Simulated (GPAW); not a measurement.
# TaN (P-62m) in GPAW: reference runs

Aim: a first look at TaN with PBE, on the cell as given and on a disturbed one.

Program: GPAW 26.7.0. These are calculated values, not measurements. Logs are shortened: lines on timing, memory, paths and dates and some standing lists are left out, and cuts for length are marked. The log counts tension as positive stress, the text compression.

## Step 1: The structure

It takes space group P-62m (No. 189, hexagonal). The conventional cell has a = 5.196 Å, b = 5.196 Å, c = 2.911 Å, α = 90.00°, β = 90.00°, γ = 120.00°. Around Ta (site symmetry -62m) lie 3 N at 2.04 Å. Around Ta (site symmetry -6) lie 6 N at 2.16 Å. N (site symmetry m2m) is surrounded by 5 Ta at 2.04 to 2.16 Å.

## Step 2: Single point, PBE

The input, run.py:

```python
from ase import Atoms
from ase.dft.bandgap import bandgap
from ase.io import write
from ase.units import Bohr, GPa
from gpaw import GPAW, PW
from gpaw.elf import elf_from_dft_calculation

atoms = Atoms(['Ta', 'Ta', 'Ta', 'N', 'N', 'N'],
              cell=[[5.196, 0.0, 0.0],
                    [-2.598, 4.4998679981, 0.0],
                    [0.0, 0.0, 2.911]],
              scaled_positions=[[0.0, 0.0, 0.0],
                                [0.6666666667, 0.3333333333, 0.5],
                                [0.3333333333, 0.6666666667, 0.5],
                                [0.0, 0.39285, 0.0],
                                [0.60715, 0.60715, 0.0],
                                [0.39285, 0.0, 0.0]],
              pbc=True)

calc = GPAW(mode=PW(800),
            xc='PBE',
            kpts={'size': (6, 6, 9), 'gamma': True},
            occupations={'name': 'fermi-dirac', 'width': 0.05},
            nbands=49,
            convergence={'density': 1e-05, 'energy': 1e-05},
            maxiter=150,
            txt='gpaw.txt')
atoms.calc = calc
energy = atoms.get_potential_energy()
forces = atoms.get_forces()
stress = atoms.get_stress()
calc.write('gs.gpw')
write('result.traj', atoms)
print(f'Energy: {energy:.6f} eV')
print('Forces (eV/A):')
print(forces.round(4))
print('Stress (GPa):', (stress / GPa).round(3))
print('Fermi level:', round(calc.get_fermi_level(), 4), 'eV')
print(f'Gap: {bandgap(calc)[0]:.4f} eV, direct: {bandgap(calc, direct=True)[0]:.4f} eV')

# fields on the real-space grid
write('density.cube', atoms, data=calc.get_pseudo_density() * Bohr**3)
write('potential.cube', atoms, data=calc.get_electrostatic_potential())
write('elf.cube', atoms, data=elf_from_dft_calculation(calc).data)
```

Potentials or basis: GPAW PAW data sets (gpaw-data 1.2.1), pw.

Launch:

```console
$ OMP_NUM_THREADS=1 python run.py
```

gpaw.txt:

```text
__  _  _
 | _ |_)|_||  |
 |__||  | ||/\| - 26.7.0

Input parameters:
  mode=PW(ecut=800.0),
  convergence={'density': 1e-05, 'energy': 1e-05},
  kpts=MonkhorstPack(size=(6, 6, 9), gamma=True),
  maxiter=150,
  nbands=49,
  occupations=Occupations(name='fermi-dirac', width=0.05),
  xc=XC(name='PBE')

Diagonalizing LCAO Hamiltonian
Converting LCAO to pw mode

           Ta
                 Ta
        N      N
          Ta   N

Atoms  # Å, Bohr magnetons
|   | symbol |         x |        y |        z |    initial magnetic moments |
|---|--------|-----------|----------|----------|-----------------------------|
| 0 |     Ta |  0.000000 | 0.000000 | 0.000000 | ( 0.0000,  0.0000,  0.0000) |
| 1 |     Ta |  2.598000 | 1.499956 | 1.455500 | ( 0.0000,  0.0000,  0.0000) |
| 2 |     Ta | -0.000000 | 2.999912 | 1.455500 | ( 0.0000,  0.0000,  0.0000) |
| 3 |      N | -1.020624 | 1.767773 | 0.000000 | ( 0.0000,  0.0000,  0.0000) |
| 4 |      N |  1.577376 | 2.732095 | 0.000000 | ( 0.0000,  0.0000,  0.0000) |
| 5 |      N |  2.041249 | 0.000000 | 0.000000 | ( 0.0000,  0.0000,  0.0000) |

Unit cell  # Å
| periodic |         x |        y |        z |  lengths |     angles |
|----------|-----------|----------|----------|----------|------------|
|      yes |  5.196000 | 0.000000 | 0.000000 | 5.196000 |  90.000000 |
|      yes | -2.598000 | 4.499868 | 0.000000 | 5.196000 |  90.000000 |
|      yes |  0.000000 | 0.000000 | 2.911000 | 2.911000 | 120.000000 |

Number of symmetries: 12
Symmetry operations  # r_c * U_cc + t_c -> r_c
|    | kind |            matrix            |
|----|------|------------------------------|
|  0 |  E   |  1, 0, 0,  0, 1, 0,  0, 0, 1 |
|  1 |  σ   |  1, 0, 0,  0, 1, 0,  0, 0,-1 |
|  2 |  σ   |  1, 0, 0, -1,-1, 0,  0, 0, 1 |
|  3 |  C2  |  1, 0, 0, -1,-1, 0,  0, 0,-1 |
|  4 |  σ   |  0, 1, 0,  1, 0, 0,  0, 0, 1 |
|  5 |  C2  |  0, 1, 0,  1, 0, 0,  0, 0,-1 |
|  6 |  C3  |  0, 1, 0, -1,-1, 0,  0, 0, 1 |
|  7 |  S3  |  0, 1, 0, -1,-1, 0,  0, 0,-1 |
|  8 |  C3  | -1,-1, 0,  1, 0, 0,  0, 0, 1 |
|  9 |  S3  | -1,-1, 0,  1, 0, 0,  0, 0,-1 |
| 10 |  σ   | -1,-1, 0,  0, 1, 0,  0, 0, 1 |
| 11 |  C2  | -1,-1, 0,  0, 1, 0,  0, 0,-1 |

BZ-sampling:
  Number of BZ points: 324
  Number of IBZ points: 35

  Monkhorst-Pack size: [6, 6, 9]
  Monkhorst-Pack shift: [0.08333333333333333, 0.08333333333333333, 0.0]

K-points  # in reciprocal-cell coordinates
|     |                                coordinates |     weight |
|-----|--------------------------------------------|------------|
|   0 | (  0.00000000,   0.00000000,   0.00000000) | 0.00308642 |
|   1 | (  0.00000000,   0.00000000,   0.11111111) | 0.00617284 |
|   2 | (  0.00000000,   0.00000000,   0.22222222) | 0.00617284 |
|   3 | (  0.00000000,   0.00000000,   0.33333333) | 0.00617284 |
|   4 | (  0.00000000,   0.00000000,   0.44444444) | 0.00617284 |
|   5 | (  0.16666667,   0.00000000,   0.00000000) | 0.01851852 |
|   6 | (  0.16666667,   0.00000000,   0.11111111) | 0.03703704 |
|   7 | (  0.16666667,   0.00000000,   0.22222222) | 0.03703704 |
|   8 | (  0.16666667,   0.00000000,   0.33333333) | 0.03703704 |
|   9 | (  0.16666667,   0.00000000,   0.44444444) | 0.03703704 |
| ... |                                            |            |
|  34 | (  0.50000000,   0.50000000,   0.44444444) | 0.01851852 |

Plane wave coefficients: 3522
Cutoff: 800.0 eV

Spin-components: 1 (collinear spins)
Bands:           49
Projectors:      33
Spin-degeneracy: 2
Datatype:        complex128

Density:
  Valence electrons: 54.0
  Components: 1
  Grid points: [35 35 20]
  Charge: 0.0  # |e|

Potential:
  Grid points: [35 35 20]

species:
  Ta:
    name:    Tantalum
    Z:       73.0
    valence: 13
    core:    60
    charge:  0.0  # [|e|]
    compensation charges:
      type: gauss
      rc: 0.42  # [Å]
      lmax: 2
    cutoffs:
      filter: 2.36  # [Å]
      core: 3.45  # [Å]
    projectors
    | kind |    occ | energy [eV] | rcut [Å] |
    |------|--------|-------------|----------|
    |   5s |  2.000 |     -72.790 |    1.365 |
    |   6s |  2.000 |      -5.429 |    1.365 |
    |   5p |  6.000 |     -39.427 |    1.349 |
    |   6p |  0.000 |      -1.396 |    1.349 |
    |   5d |  3.000 |      -3.603 |    1.307 |
    |    d |        |      23.609 |    1.307 |

    Using partial waves for Ta as LCAO basis

  N:
    name:    Nitrogen
    Z:       7.0
    valence: 5
    core:    2
    charge:  0.0  # [|e|]
    compensation charges:
      type: gauss
      rc: 0.18  # [Å]
      lmax: 2
    cutoffs:
      filter: 1.11  # [Å]
      core: 0.96  # [Å]
    projectors
    | kind |    occ | energy [eV] | rcut [Å] |
    |------|--------|-------------|----------|
    |   2s |  2.000 |     -18.583 |    0.603 |
    |   2p |  3.000 |      -7.089 |    0.529 |
    |    s |        |       8.629 |    0.603 |
    |    p |        |      20.123 |    0.529 |
    |    d |        |       0.000 |    0.577 |

    Using partial waves for N as LCAO basis

Reference energy: -1276962.488715  # eV

eigensolver:
  PPCG
  Converge bands: occupied
  niter=2

density mixing:
  MSR1-Mixer
  Pratt-step length: 0.05
  Maximum mixing coefficient: 0.75
  Old densities: 10
  SVD Regularization: 0.005
  Good broyden scale: 1.0
  Trust region scale: 1.0
  Backstep threshold: 4.0
  History deletion threshold: 6.0
  Fourier metric: weight=20.0, sigma=0.015

occupation numbers:
  Fermi-Dirac:
    width: 0.0500  # eV

poisson solver:
  ecut: 6400.0  # eV

xc functional:
  name: PBE with 2 nearest neighbor stencil

convergence criteria:
- Maximum integral of absolute [dens]ity change: 1e-05 electrons / valence electron
- Maximum [total energy] change in last 3 cyles: 1e-05 eV / valence electron
- Maximum integral of absolute [eigenst]ate change: 4e-08 eV^2 / valence electron
maximum number of iterations: 150

SCF iterations
|iter     | |      energy | eigst |  dens |
|---------|-|-------------|-------|-------|
|iter:   1| |  -67.758369 | +0.12 |       |
|iter:   2| |  -66.000259 | -1.77 | -0.91 |
|iter:   3| |  -61.861433 | -0.79 | -0.96 |
|iter:   4| |  -61.842577 | -2.42 | -1.60 |
|iter:   5| |  -61.892988 | -2.86 | -1.83 |
|iter:   6| |  -61.860273 | -3.20 | -2.01 |
|iter:   7| |  -61.859755 | -4.56 | -2.86 |
|iter:   8| |  -61.859776c| -6.07 | -3.43 |
|iter:   9| |  -61.859778c| -7.25 | -4.03 |
|iter:  10| |  -61.859778c| -7.65c| -4.73 |
|iter:  11| |  -61.859778c| -8.28c| -5.45c|

Converged in 11 steps
Energy contributions relative to reference atoms: (reference = -1276962.488715)

Energy contributions:
  Kinetic:          58.943146
  Coulomb:         -63.317293
  Zero:             -0.164647
  External:          0.000000
  Xc:              -57.317716
  Entropy:          -0.006536
  Spinorbit:         0.000000
  ----------------------------
  Free energy:     -61.863046
  Extrapolated:    -61.859778

dipole moment: (-15.773603, -27.320682, -32.115746)  # |e|*Ang

Fermi level: 13.954
Eigenvalues  # (at kpt = [0.000, 0.000, 0.000])
| band index |      eig [eV] | occ [0-2] |
|------------|---------------|-----------|
|          0 |       -55.276 |     2.000 |
|        ... |               |           |
|         20 |         8.245 |     2.000 |
|         21 |         8.973 |     2.000 |
|         22 |         8.973 |     2.000 |
|         23 |         9.743 |     2.000 |
|         24 |        10.639 |     2.000 |
|         25 |        12.089 |     2.000 |
[... 8 lines left out ...]
|         34 |        17.147 |     0.000 |
|         35 |        17.147 |     0.000 |
|        ... |               |           |
|         48 |        30.699 |     0.000 |

No gap
No difference between direct/indirect transitions

Forces  # eV/Ang
|        x |        y |       z |
|----------|----------|---------|
| -0.00000 |  0.00000 | 0.00000 |  # Ta   0
|  0.00000 |  0.00000 | 0.00000 |  # Ta   1
|  0.00000 | -0.00000 | 0.00000 |  # Ta   2
| -0.03829 |  0.06631 | 0.00000 |  # N    3
| -0.03829 | -0.06631 | 0.00000 |  # N    4
|  0.07657 |  0.00000 | 0.00000 |  # N    5

Stress tensor  # eV/Ang^3
|         x |         y |         z |
|-----------|-----------|-----------|
| -0.033811 | -0.000000 |  0.000000 |
|  0.000000 | -0.033811 |  0.000000 |
|  0.000000 |  0.000000 | -0.028945 |

# Writing to gs.gpw (mode='')
```

Run time: 2.2 min. Hardware: 1 thread of Arm Neoverse V1, shared host; peak memory 0.31 GiB.

Results:

| Property | Result |
| --- | --- |
| Free energy | -61.8630 eV |
| Pressure | 5.2 GPa |
| Largest force | 0.077 eV/Å |
| Band gap on the k mesh | none (metal or under the smearing width) |

Forces in eV/Å, atoms in the order of the input:
```
Ta   0.000  0.000  0.000
Ta   0.000  0.000  0.000
Ta   0.000  0.000  0.000
N   -0.038  0.066  0.000
N   -0.038 -0.066  0.000
N    0.077  0.000  0.000
```

Levels at points of the mesh, in eV from the Fermi level:
| k point | band 24 | band 25 | band 26 | band 27 | band 28 | band 29 | band 30 | band 31 |
| --- | --- | --- | --- | --- | --- | --- | --- | --- |
| (0.00, 0.00, 0.00) | -4.21 | -3.31 | -1.87 | -0.89 | -0.89 | 0.62 | 0.62 | 1.85 |
| (0.50, 0.50, 0.00) | -3.87 | -3.83 | -2.81 | -2.59 | 1.23 | 1.83 | 1.94 | 2.42 |

## Step 3: Single point, PBE (atoms moved at random, drawn with an rms of 0.05 Å)

The input, run.py:

```python
from ase.dft.bandgap import bandgap
from ase.io import read, write
from ase.units import GPa
from gpaw import GPAW, PW

atoms = read('POSCAR')

calc = GPAW(mode=PW(800),
            xc='PBE',
            kpts={'size': (6, 6, 9), 'gamma': True},
            occupations={'name': 'fermi-dirac', 'width': 0.05},
            nbands=49,
            convergence={'density': 1e-05, 'energy': 1e-05},
            maxiter=150,
            txt='gpaw.txt')
atoms.calc = calc
energy = atoms.get_potential_energy()
forces = atoms.get_forces()
stress = atoms.get_stress()
calc.write('gs.gpw')
write('result.traj', atoms)
print(f'Energy: {energy:.6f} eV')
print('Forces (eV/A):')
print(forces.round(4))
print('Stress (GPa):', (stress / GPa).round(3))
print('Fermi level:', round(calc.get_fermi_level(), 4), 'eV')
print(f'Gap: {bandgap(calc)[0]:.4f} eV, direct: {bandgap(calc, direct=True)[0]:.4f} eV')
```

The input, POSCAR:

```
TaN
1.0
    5.1960000000      0.0000000000      0.0000000000
   -2.5980000000      4.4998679981      0.0000000000
    0.0000000000      0.0000000000      2.9110000000
Ta N
3 3
Direct
    0.0045400000     -0.0067860000      0.0008540000
    0.6575360000      0.3331150000      0.4950420000
    0.3466800000      0.6746050000      0.4930330000
    0.0059130000      0.3934290000      0.0172970000
    0.6107830000      0.6134900000     -0.0239820000
    0.4034880000      0.0027980000      0.0016810000
```

Potentials or basis: GPAW PAW data sets (gpaw-data 1.2.1), pw.

Launch:

```console
$ OMP_NUM_THREADS=1 python run.py
```

Run time: 9.6 min. Hardware: 1 thread of Arm Neoverse V2, shared host; peak memory 0.77 GiB.

Results (log left out):

| Item | Value |
| --- | --- |
| Free energy | -61.6570 eV |
| Pressure | 6.3 GPa |
| Largest force | 2.095 eV/Å |
| Band gap on the k mesh | none (metal or under the smearing width) |

Forces in eV/Å, atoms in the order of the input:
```
Ta  -0.257  1.183 -0.098
Ta   2.023  0.529  0.119
Ta  -1.313 -0.775  0.207
N   -0.220 -0.174 -0.870
N    0.189 -0.620  1.027
N   -0.423 -0.144 -0.386
```

Stress tensor (GPa, compression positive):
```
5.87 0.07 0.71
0.07 7.13 0.88
0.71 0.88 5.81
```

Levels at points of the mesh, in eV from the Fermi level:
| k point | band 25 | band 26 | band 27 | band 28 | band 29 | band 30 |
| --- | --- | --- | --- | --- | --- | --- |
| (0.00, 0.00, 0.00) | -3.24 | -1.85 | -0.98 | -0.76 | 0.54 | 0.71 |
| (0.00, 0.50, 0.00) | -3.77 | -2.64 | -2.55 | 1.06 | 1.84 | 1.94 |
| (0.50, 0.00, 0.00) | -3.78 | -3.04 | -2.38 | 1.43 | 1.71 | 1.89 |
| (0.50, 0.50, 0.00) | -3.70 | -2.68 | -2.60 | 1.11 | 1.80 | 2.02 |

The run has no spin-orbit coupling, so splittings on Ta are missing.
